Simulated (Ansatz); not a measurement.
A 2-atom cell of SiC (I-4m2) from a materials database: a single-point calculation in the plane-wave code Ansatz (r2SCAN). The cell was relaxed with r2SCAN and then strained (uniaxial +3.42 % along y, other directions held), with the atoms relaxed again with r2SCAN; k points keep the names of the unstrained zone.

```yaml
crystal:
  lattice:
    - [0.0, 2.2525390581, 2.1780497564]
    - [2.1780497564, 0.0, 2.1780497564]
    - [2.1780497564, 2.2525390581, 0.0]
  atoms:
    - { symbol: Si, position: [0.25, 0.25, 0.25] }
    - { symbol: C, position: [0.0, 0.0, 0.0] }
kpoints:
  mp_grid: { grid: [10, 10, 10] }
  band_path:
    path:
      - [0.0, 0.0, 0.0]
      - [-0.5, -0.5, 0.0]
      - [-0.375, -0.375, 0.25]
      - [-0.375, 0.0, 0.375]
      - [0.0, 0.0, 0.5]
      - [-0.5, -0.25, 0.25]
      - [0.0, 0.5, 0.5]
    npoints: 1
hamiltonian:
  xc: r2scan
scf:
  occupations: { method: fixed }
  n_extra_bands: 4
output:
  forces: true
  stress: true
  eigenvalues: true
```

The output follows, shortened, with numbered blanks.
```
Functional definition: r2SCAN
Crystal: 2 atoms, lattice volume = 21.372 Å³
Basis set: ecut = 500 eV, 533 PW (Γ)
Bands: 8, of which v1, the nominal top of the filled ones, is band 4 counted from 1 (3 counted from 0)
Symmetry: 8 space group operations
Space group: I-4m2 (ITA 119)
k-points: 102 of 1000 (time reversal used)
SCF converged after 6 iterations
Free energy (F): -891.303288 eV
[1]
--- Per-component energies (eV) ---
  E_band       = 22.969340
  E_kinetic    = 134.177574
  E_local      = -105.408486
  E_nonlocal   = 49.937677
  E_hartree    = 32.728197
  E_xc         = -100.721861
  E_vxc        = -117.765845
  E_paw        = -620.134352
  E_vpaw       = -8.968398
  E_vtau       = 5.539503
  E_ewald      = -281.780838
  E_core_change = -0.101207
--- Stress (GPa, compression-positive) ---
       -3.880798       0.000000       0.000000
        0.000000     -13.817931       0.000000
        0.000000       0.000000      -3.880798
  P = ⅓ Tr σ = -7.1932 GPa (-71.932 kbar)
--- Band table (eV; the first three rows and the last of 102) ---
[2]
```

The rows of the band table are 0: (0, 0, 0) = Γ, 1: (0, 0, 0.100), 2: (0, 0, 0.200), 101: (-1/2, 0, -1/2) = X.

Task: Give the withheld lines. They hold the Fermi energy and the band table.

Result:
```
[1]
Fermi energy:    9.048810 eV
[2]
  k-point 0: bands = [-6.9618, 8.8000, 9.0488, 9.0488, 15.3522, 16.5489, 16.5489, 16.6441]
  k-point 1: bands = [-6.7644, 7.9076, 8.7401, 8.9255, 15.6626, 16.7373, 16.8144, 16.9787]
  k-point 2: bands = [-6.1823, 5.7388, 8.3730, 8.6423, 15.3815, 17.1399, 17.2800, 18.1858]
  k-point 101: bands = [-2.1935, 0.7310, 5.9434, 5.9434, 10.9129, 14.0561, 23.7532, 23.7532]
```
The trailing digits, and the zero of the energies, depend on the potentials and thresholds.

The r2SCAN gap is indirect, 1.55 eV (Γ to X), below the direct gap of 4.97 eV at X (-1/2, 0, -1/2). The gap is the least over the mesh and the extra points. The mean pressure at these positions is -7.19 GPa, compression counted positive.

Run as `ansatz run input.yaml --threads 4 --pin off --max-ram 4608MiB --backend cpu --events-out ev --progress --plain --runs-dir out`. It took 1.8 s on 4 threads of Arm Neoverse V1 (shared host), load about 0.6 per core; peak host memory 0.36 GiB.

Spin-unpolarised throughout; all numbers are computed.
